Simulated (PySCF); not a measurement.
Task: Write a Z-matrix for `c1cn[nH]c1` as optimised with PBE0-D3(BJ)/def2-SVP.

Result: 
Z-matrix in Å and degrees, rows numbered from 1:
```
C 
C   1  1.4132
N   2  1.3257  1  111.67
N   3  1.3283  2  104.64  1     0.02
C   4  1.3531  3  113.56  2    -0.02
H   1  1.0870  2  128.43  3   179.96
H   2  1.0896  1  128.47  3  -180.00
H   4  1.0116  3  119.25  2   179.98
H   5  1.0879  1  131.99  2   179.98
```

The 5 heavy atoms lie in one plane (0.000 Å rms). The C–N distances run from 1.326 Å (C2–N3, aromatic) to 1.353 Å (N4–C5, aromatic), a spread of 0.027 Å. The C–C distances run from 1.381 Å (C1–C5, aromatic) to 1.413 Å (C1–C2, aromatic), a spread of 0.032 Å. N4 (pyrrole-type nitrogen) is planar (angles 127.2°, 119.2° and 113.6°, sum 360.0°, 0.00 Å off the plane of its three neighbours).

Computed with PBE0-D3(BJ)/def2-SVP geometry optimisation, gas phase (PySCF).

Point group: Cs (every atom within 0.08 Å of its image). PBE0-D3(BJ)/def2-SVP frequencies: not computed here.
